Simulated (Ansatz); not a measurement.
# HPt4: the cost of one run

Computed with Ansatz 0.2.0 (DFT PBE+D3(BJ), scalar-relativistic, plane waves, PAW, unless a step's input says otherwise).

2 further runs of the same task are left out: 2 set aside as unsound or not needed.

## Step 1: The starting structure

The structure is trigonal, space group P3m1 (No. 156). The conventional cell has a = 2.778 Å, b = 2.778 Å, c = 23.805 Å, α = 90.00°, β = 90.00°, γ = 120.00°. Around Pt (site symmetry 3m) lie 9 Pt at 2.78 Å. Around Pt (site symmetry 3m) lie 12 Pt at 2.77 to 2.78 Å. Around Pt (site symmetry 3m) lie 12 Pt at 2.77 to 2.80 Å. Around Pt (site symmetry 3m) lie 9 Pt at 2.78 to 2.80 Å.

As a file:

```cif
data_structure
_symmetry_space_group_name_H-M 'P3m1'
_symmetry_Int_Tables_number 156
_cell_length_a 2.7779
_cell_length_b 2.7779
_cell_length_c 23.8045
_cell_angle_alpha 90.000
_cell_angle_beta 90.000
_cell_angle_gamma 120.000
_cell_volume 159.09
loop_
_atom_site_label
_atom_site_type_symbol
_atom_site_symmetry_multiplicity
_atom_site_Wyckoff_symbol
_atom_site_fract_x
_atom_site_fract_y
_atom_site_fract_z
_atom_site_occupancy
Pt1 Pt 1 c 0.66667 0.33333 0.35707 1
Pt2 Pt 1 b 0.33333 0.66667 0.45236 1
Pt3 Pt 1 a 0.00000 0.00000 0.54701 1
Pt4 Pt 1 c 0.66667 0.33333 0.64338 1
```

Miller indices refer to the conventional cell of the relaxed bulk, Fm-3m (No. 225): a = 3.929 Å, b = 3.929 Å, c = 3.929 Å, α = 90.00°, β = 90.00°, γ = 90.00°.

It is a (111) slab, 6.8 Å thick as cut, with 17 Å of vacuum; its outer planes are Pt (top) and Pt (bottom). An earlier relaxation, lower half held, gave -50093.1869 eV, work function 5.70 eV.

## Step 2: H at the top (Pt) site

File input.yaml:

```yaml
crystal:
  lattice:
    - [2.7779442301, 0.0, 0.0]
    - [-1.3889721151, 2.4057702736, 0.0]
    - [0.0, 0.0, 25.8045458977]
  atoms:
    - { symbol: Pt, position: [0.6666666667, 0.3333333333, 0.329399325] }
    - { symbol: Pt, position: [0.3333333333, 0.6666666667, 0.4172978671] }
    - { symbol: Pt, position: [0.0, 0.0, 0.5046094463] }
    - { symbol: Pt, position: [0.6666666667, 0.3333333333, 0.5935153743] }
    - { symbol: H, position: [0.6666666667, 0.3333333333, 0.6586201821] }
basis:
  ecutwfc: 420
kpoints:
  mp_grid: { grid: [12, 12, 1] }
hamiltonian:
  xc: pbe
  dispersion: d3bj
scf:
  occupations: { method: gaussian, width: 0.1 }
output:
  forces: true
  eigenvalues: true
  write_density: true
  write_potential: true
  elf: true
  volumetric_format: npy
relax:
  adjacent_minimum: "off"
  f_tol: 0.03
  max_steps: 70
  constraints: [{ sites: [0, 1] }]
efield:
  axis: 3
  dipole_correction: true
```

On the command line:

```sh
> ansatz run input.yaml --threads 1 --pin off --max-ram 2560MiB --backend cpu --events-out ev --progress --plain --runs-dir out
```

**Question.** How long does this run take on 1 thread of Arm Neoverse V1, shared host, and how much memory does it need?

About 74 s, with a peak of 0.42 GiB.
